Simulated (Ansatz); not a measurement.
**Ga: which structure wins, scalar-relativistic**

Aim: relax Ga in several structures (bcc, hcp, sc, diamond) and rank them by energy, scalar-relativistic. The runs shown use PAW and LAPW.

Program: Ansatz 0.2.0. Level of theory: DFT PBE, with the methods named in each step. These are calculated values, not measurements.

## Step 1: Starting point

It takes space group Im-3m (No. 229, cubic). Conventional cell: a = 3.362 Å, b = 3.362 Å, c = 3.362 Å, α = 90.00°, β = 90.00°, γ = 90.00°. Ga (site symmetry m-3m) is surrounded by 8 Ga at 2.91 Å.

Coordinates:

```cif
data_structure
_symmetry_space_group_name_H-M 'Im-3m'
_symmetry_Int_Tables_number 229
_cell_length_a 3.3620
_cell_length_b 3.3620
_cell_length_c 3.3620
_cell_angle_alpha 90.000
_cell_angle_beta 90.000
_cell_angle_gamma 90.000
_cell_volume 38.00
loop_
_atom_site_label
_atom_site_type_symbol
_atom_site_symmetry_multiplicity
_atom_site_Wyckoff_symbol
_atom_site_fract_x
_atom_site_fract_y
_atom_site_fract_z
_atom_site_occupancy
Ga1 Ga 2 a 0.00000 0.00000 0.00000 1
```

The file gives the conventional cell by its symmetry; the runs use the cell typed in the input.

## Step 2: Bcc relaxed, PAW

Contents of input.yaml:

```yaml
crystal:
  lattice:
    - [-1.6809877034, 1.6809877034, 1.6809877034]
    - [1.6809877034, -1.6809877034, 1.6809877034]
    - [1.6809877034, 1.6809877034, -1.6809877034]
  atoms:
    - { symbol: Ga, position: [0.0, 0.0, 0.0] }
kpoints:
  mp_grid: { grid: [17, 17, 17] }
scf:
  occupations: { method: fermi_dirac, width: 0.05 }
hamiltonian:
  xc: pbe
  pseudopotentials: { kind: paw }
output:
  forces: true
  stress: true
  write_density: true
  write_potential: true
  elf: true
  volumetric_format: npy
relax:
  f_tol: 0.005
  max_steps: 40
  cell: {}
```

Launch:

```bash
> ansatz run input.yaml --threads 1 --pin off --max-ram 3072MiB --backend cpu --events-out ev --progress --plain --runs-dir out
```

Output, shortened:

```text
[...]
Pseudopotentials: kind: paw
Pseudopotential: Ga, paw, valence charge 13, recommended cutoff 420 eV (normal)
Functional definition: PBE
[...]
Crystal: 1 atoms, lattice volume = 19.000 Å³
Basis set: ecut = 420 eV, 369 PW (Γ), exchange–correlation on 40×40×40 points (8 copies of the dense FFT grid, shifted against one another)
Bands: 11, of which v1, the nominal top of the filled ones, is band 7 counted from 1 (6 counted from 0)
Symmetry: 48 space group operations
Space group: Im-3m (ITA 229), of the structure as read, at distance tolerance 2.7e-5 Å
k-points: 165 of 4913
[...]
        0.000000       0.030180      -0.000000
       -0.000000      -0.000000       0.030180
  P = ⅓ Tr σ = 0.0302 GPa (0.302 kbar)
--- Band table (eV; the first three rows and the last of 165) ---
  k-point 0: bands = ["-5.4136", "-5.4136", "-5.4136", "-5.2344", "-5.2344", "-1.4159", "21.8296", "21.8296", "21.8296", "26.2618", "26.2618"]
[...]
--- Relaxed structure (2 steps of the walk, 2 accepted, 1 SCFs on fresh bases) ---
  F+E_penalty+E_count = -3782.98464580 eV   max|allowed force component| = 0.000e0 eV/Å   (the final SCF, on the basis selected at the relaxed cell)
  cell:  # Å, volume = 19.2190 Å³
    - [-1.6874213960702853, 1.6874213960702853, 1.6874213960702853]
    - [1.6874213960702853, -1.6874213960702853, 1.6874213960702853]
    - [1.6874213960702853, 1.6874213960702853, -1.6874213960702853]
  atoms:
    - { symbol: Ga, position: [0.0, 0.0, 0.0] }
```

It took 6.5 s on 1 thread of Arm Neoverse V1, shared host; peak memory 0.32 GiB.

Step by step:

```
step  energy from step 1 (eV/cell)  largest force component (eV/Å)  pressure (GPa)  volume (Å³)
   1                        0.0000                          0.0000            0.58        19.00
   2                       -0.0003                          0.0000            0.03        19.22
   3                       -0.0004                          0.0000            0.03        19.22
```

Step 1 is the start. Step 3 repeats the geometry before on a plane-wave basis chosen anew for that cell, so the energy can jump there without any move; the table keeps such jumps.

| input's cell | before | after | change |
| --- | --- | --- | --- |
| a (Å) | 2.912 | 2.923 | +0.4 % |
| b (Å) | 2.912 | 2.923 | +0.4 % |
| c (Å) | 2.912 | 2.923 | +0.4 % |
| volume (Å³/atom) | 19.00 | 19.22 | +1.2 % |

In short: pressure 0.03 GPa; no gap.

## Step 3: Bcc relaxed, LAPW

Contents of input.yaml:

```yaml
crystal:
  lattice:
    - [-1.6874213961, 1.6874213961, 1.6874213961]
    - [1.6874213961, -1.6874213961, 1.6874213961]
    - [1.6874213961, 1.6874213961, -1.6874213961]
  atoms:
    - { symbol: Ga, position: [0.0, 0.0, 0.0] }
kpoints:
  mp_grid: { grid: [17, 17, 17] }
scf:
  occupations: { method: fermi_dirac, width: 0.05 }
hamiltonian:
  xc: pbe
  pseudopotentials: { kind: all_electron, lapw: { basis_error: 0.0005 } }
output:
  forces: true
  stress: true
  eigenvalues: true
  populations: true
relax:
  f_tol: 0.005
  max_steps: 25
  cell: {}
```

Launch:

```bash
> ansatz run input.yaml --threads 1 --pin off --max-ram 3072MiB --backend cpu --events-out ev --progress --plain --runs-dir out
```

Output:

```text
The last accepted step is kept in <dir> (removed where the run ends without a failure and the disk answers)
Ga: projections on atomic orbitals take those of the free atom 1s2 2s2 2p6 3s2 3p6 3d10 4s2 4p1, of charge +0.00 (hamiltonian.pseudopotentials.projection_atoms)
LAPW: plane waves up to 7.976 Å⁻¹, error target 5.0e-4 eV per atom; small_component_spin mean_spin; Ga in spheres of 1.418 Å, 21 of its electrons in bands, Dirac shells []
Engine: ansatz 0.2.0
Pseudopotentials: kind: all_electron
Pseudopotential: Ga, LAPW, valence charge 21, Koelling and Harmon's equation, gaussian nucleus
[... 1 set-up line as earlier in the session ...]
  parameter kappa = 0.804
  parameter beta = 0.06672455060314922
  exchange = pbe_x(kappa = kappa, mu = beta*pi^2/3)
  correlation = pbe_c(beta = beta)
Crystal: 1 atoms, lattice volume = 19.219 Å³
Basis set: ecut = 242.37232964401065 eV, 177 PW (Γ), exchange–correlation at level 2
Bands: 15, of which v1, the nominal top of the filled ones, is band 11 counted from 1 (10 counted from 0)
[... 2 set-up lines as earlier in the session ...]
k-points: 165 of 4913
Non-local potential: Ga, projectors of the file, none
Initial density: superposition of atomic densities (chi_scale 0.1, normalization cell)
Initial wavefunctions: plane waves of lowest kinetic energy (no species holds an atomic orbital)
Functional: x = pbe(κ = 0.804, μ = 0.2195149727645171), c = pbe(β = 0.06672455060314922)
iter 1 solved again at ethr=4.15e-5 eV; its pass at ethr=1.00e-1 eV (dr2=8.71e-3 eV) is discarded
SCF iter   1: F=—  HF=-52899.841537 eV  |F-HF|=—  |Δ(HF+E_count)|=         —  Δρ=8.24e-3  dr2=8.75e-3  ethr=4.15e-5  ⟨swp⟩=3.2  Hψ=17275  notcnv=0
preconditioner: auto → Kerker (q_TF=auto, 2.769 Å⁻¹)  [metal: Δε(μ)=0.055 eV  Ē_g=21.009 eV  σ=0.050 eV  W_gap=0.25  n_scr=12 (ndim 8)  ℏωp=30.5 eV  f_vac=0.000  D(μ)=0.56/eV (n_scr^D=0)]
SCF iter   2: F=—  HF=-52899.816682 eV  |F-HF|=—  |Δ(HF+E_count)|=   2.49e-2  Δρ=4.40e-3  dr2=2.94e-3  ethr=4.15e-5  ⟨swp⟩=2.0  Hψ=7131  notcnv=0
SCF iter   3: F=—  HF=-52899.812253 eV  |F-HF|=—  |Δ(HF+E_count)|=   4.43e-3  Δρ=3.30e-3  dr2=1.84e-3  ethr=1.40e-5  ⟨swp⟩=2.0  Hψ=7003  notcnv=0
SCF iter   4: F=—  HF=-52899.811348 eV  |F-HF|=—  |Δ(HF+E_count)|=   9.05e-4  Δρ=1.75e-3  dr2=6.16e-4  ethr=8.77e-6  ⟨swp⟩=2.0  Hψ=7003  notcnv=0
iter 5 solved again at ethr=1.93e-7 eV; its pass at ethr=2.93e-6 eV (dr2=4.06e-5 eV) is discarded
SCF iter   5: F=—  HF=-52899.811349 eV  |F-HF|=—  |Δ(HF+E_count)|=   9.82e-7  Δρ=4.05e-4  dr2=4.05e-5  ethr=1.93e-7  ⟨swp⟩=2.0  Hψ=11888  notcnv=0
SCF iter   6: F=—  HF=-52899.811351 eV  |F-HF|=—  |Δ(HF+E_count)|=   2.46e-6  Δρ=6.36e-5  dr2=6.94e-7  ethr=1.93e-7  ⟨swp⟩=2.0  Hψ=7006  notcnv=0
SCF iter   7: F=-52899.811352 eV  HF=-52899.811352 eV  |F-HF|=7.70e-9  |Δ(HF+E_count)|=   1.57e-7  Δρ=8.17e-6  dr2=8.40e-9  ethr=3.31e-9  ⟨swp⟩=2.0  Hψ=7007  notcnv=0
SCF 1 converged in 7 iterations: F = -52899.811352 eV  dr2 = 8.40e-9
relax step   1: F+E_penalty+E_count = -52899.81135166 eV  Δ(F+E_penalty+E_count) = +0.000e0 eV  max|allowed force component| = 0.000e0 eV/Å  Δτ_max = 0.0000 Å  P = +0.052 GPa  Ω = 19.219 Å³  (7 SCF iters, accepted)
Crystal: 1 atoms, lattice volume = 19.239 Å³
Basis set: ecut = 242.2037366415834 eV, 177 PW (Γ), exchange–correlation at level 2
Initial density: handed on by an earlier stage of this run
Initial wavefunctions: those handed on with the density
iter 1 solved again at ethr=5.31e-11 eV; its pass at ethr=1.00e-1 eV (dr2=1.12e-8 eV) is discarded
SCF iter   1: F=—  HF=-52899.811355 eV  |F-HF|=—  |Δ(HF+E_count)|=         —  Δρ=9.48e-6  dr2=9.09e-9  ethr=5.31e-11  ⟨swp⟩=5.5  Hψ=14918  notcnv=0
preconditioner: auto → Kerker (q_TF=auto, 2.768 Å⁻¹)  [metal: Δε(μ)=0.017 eV  Ē_g=21.463 eV  σ=0.050 eV  W_gap=0.08  n_scr=12 (ndim 8)  ℏωp=30.5 eV  f_vac=0.000  D(μ)=0.56/eV (n_scr^D=0)]
SCF iter   2: F=-52899.811355 eV  HF=-52899.811355 eV  |F-HF|=6.40e-10  |Δ(HF+E_count)|=   1.91e-9  Δρ=6.25e-6  dr2=4.24e-9  ethr=4.33e-11  ⟨swp⟩=2.0  Hψ=7006  notcnv=0
SCF 2 converged in 2 iterations: F = -52899.811355 eV  dr2 = 4.24e-9
relax step   2: F+E_penalty+E_count = -52899.81135520 eV  Δ(F+E_penalty+E_count) = -3.537e-6 eV  max|allowed force component| = 0.000e0 eV/Å  Δτ_max = 0.0000 Å  P = +0.004 GPa  Ω = 19.239 Å³  (2 SCF iters, accepted)
iter 1 solved again at ethr=1.98e-11 eV; its pass at ethr=1.00e-1 eV (dr2=4.16e-9 eV) is discarded
SCF iter   1: F=—  HF=-52899.811355 eV  |F-HF|=—  |Δ(HF+E_count)|=         —  Δρ=6.22e-6  dr2=4.16e-9  ethr=1.98e-11  ⟨swp⟩=2.1  Hψ=11767  notcnv=0
SCF iter   2: F=-52899.811355 eV  HF=-52899.811355 eV  |F-HF|=1.60e-9  |Δ(HF+E_count)|=   3.62e-9  Δρ=4.25e-6  dr2=1.98e-9  ethr=1.98e-11  ⟨swp⟩=2.0  Hψ=7006  notcnv=0
SCF 3 converged in 2 iterations: F = -52899.811355 eV  dr2 = 1.98e-9
relax step   3: F+E_penalty+E_count = -52899.81135518 eV  Δ(F+E_penalty+E_count) = +1.307e-8 eV  max|allowed force component| = 0.000e0 eV/Å  Δτ_max = 0.0000 Å  P = +0.004 GPa  Ω = 19.239 Å³  stress off target by 4.14e-3 GPa  SCF on the basis re-selected at this cell (its energy is not comparable with the rows above)  (2 SCF iters)
basis re-selected at this cell: Δ(F+E_penalty+E_count) = +1.307e-8 eV, ΔP = +0.000 GPa vs the last step (what re-selecting the basis moved, after the strain that the cell walked since its last selection, with what the two solves' SCF thresholds leave and, on support functions, any second-order correction that the steps lacked; it is no measure of the basis error at this ecutwfc). This SCF's stress stands 4.14e-3 GPa from its target on what of the cell is left free (relax.cell.stress_tol is 5.00e-2 GPa) and its largest allowed force component is 0.00e0 eV/Å (relax.f_tol is 5.00e-3 eV/Å): within both
SCF converged after 2 iterations
Free energy (F): -52899.811355 eV
Harris-Foulkes:  -52899.811355 eV  (|F-HF|=1.60e-9)
Internal energy: -52899.807083 eV  (E = F + TS)
E sigma→0 (E₀):  -52899.809219 eV
Entropy (-TS):   -0.004272 eV (-4.272 meV/atom)
Fermi energy:    11.527806 eV
--- Per-component energies (eV) ---
  E_band       = -773.977456
  E_kinetic    = 53940.056049
  E_xc         = -2059.138901
  E_electrostatic = -104780.724230  (all electrons and nuclei)
  E_smearing   = -0.004272  (= −TS)
  E_closure    = 0.000000  (closes the sum)
  E_atoms      = -52896.944559  (free atoms, spherical and without spin; not in F)
  Σ components = -52899.811355   (vs F -52899.811355, Δ=0.00e0)
  Basis errors (estimates in eV, not in F): energy 1.3e-4 per atom: plane waves 1.3e-4 (6.8e-5 summed), levels above the bands 2.7e-124, relativity 7.0e-9, radial functions 9.8e-7, core shells 5.8e-15; eigenvalues (radial functions only) 8.4e-5; not estimated: angular momenta, meshes, grids; target (lapw.basis_error) 5.0e-4; muffin-tin radii Ga 1.418 Å
--- Forces (eV/Å), atoms counted from 1 ---
  atom   1  Ga    -0.00000000     0.00000000     0.00000000
  max |Σ_I F_I| component: 2.47e-32 eV/Å
--- Stress (GPa, compression-positive) ---
        0.004140       0.000000      -0.000000
        0.000000       0.004140       0.000000
       -0.000000       0.000000       0.004140
  P = ⅓ Tr σ = 0.0041 GPa (0.041 kbar)
--- Band table (eV; the first three rows and the last of 165) ---
  k-point 0: bands = ["-132.2196", "-82.9495", "-82.9495", "-82.9495", "-3.4114", "-3.4114", "-3.4114", "-3.2327", "-3.2327", "0.5931", "23.8262", "23.8262", "23.8262", "28.2450", "28.2450"]
  k-point 1: bands = ["-132.2196", "-82.9496", "-82.9495", "-82.9495", "-3.4141", "-3.4093", "-3.4019", "-3.2355", "-3.2327", "0.6858", "22.9478", "23.3644", "23.6756", "27.1782", "27.2598"]
  k-point 2: bands = ["-132.2196", "-82.9499", "-82.9497", "-82.9495", "-3.4218", "-3.4047", "-3.3747", "-3.2428", "-3.2328", "0.9649", "20.9464", "22.4051", "23.2482", "26.0426", "26.1369"]
  k-point 164: bands = ["-132.2191", "-82.9524", "-82.9523", "-82.9523", "-3.5030", "-3.5008", "-3.1517", "-3.1517", "-3.1503", "11.9257", "13.1482", "13.1482", "13.6437", "17.2544", "17.6451"]
--- Relaxed structure (2 steps of the walk, 2 accepted, 1 SCFs on fresh bases) ---
  F+E_penalty+E_count = -52899.81135518 eV   max|allowed force component| = 0.000e0 eV/Å   (the final SCF, on the basis selected at the relaxed cell)
  cell:  # Å, volume = 19.2391 Å³
    - [-1.688008583470109, 1.688008583470109, 1.688008583470109]
    - [1.688008583470109, -1.688008583470109, 1.688008583470109]
    - [1.688008583470109, 1.688008583470109, -1.688008583470109]
  atoms:
    - { symbol: Ga, position: [0.0, 0.0, 0.0] }
--- Löwdin populations: 1 site ---
  site symbol       q [e]
     0     Ga     30.9844
  spilling = 0.000504 (of n_electrons = 31.000000)
```

Run time: 24 s. Hardware: 1 thread of Arm Neoverse V1, shared host; peak memory 0.33 GiB.

Step by step:

```
step  energy from step 1 (eV/cell)  largest force component (eV/Å)  pressure (GPa)  volume (Å³)
   1                        0.0000                          0.0000            0.05        19.22
   2                        0.0000                          0.0000            0.00        19.24
   3                        0.0000                          0.0000            0.00        19.24
```

Step 1 is the start. Step 3 repeats the geometry before on a plane-wave basis chosen anew for that cell, so the energy can jump there without any move; the table keeps such jumps.

| input's cell | before | after | change |
| --- | --- | --- | --- |
| a (Å) | 2.923 | 2.924 | +0.0 % |
| b (Å) | 2.923 | 2.924 | +0.0 % |
| c (Å) | 2.923 | 2.924 | +0.0 % |
| volume (Å³/atom) | 19.22 | 19.24 | +0.1 % |

Read from it: pressure 0.00 GPa; no gap.

[end of part 1 of 3]
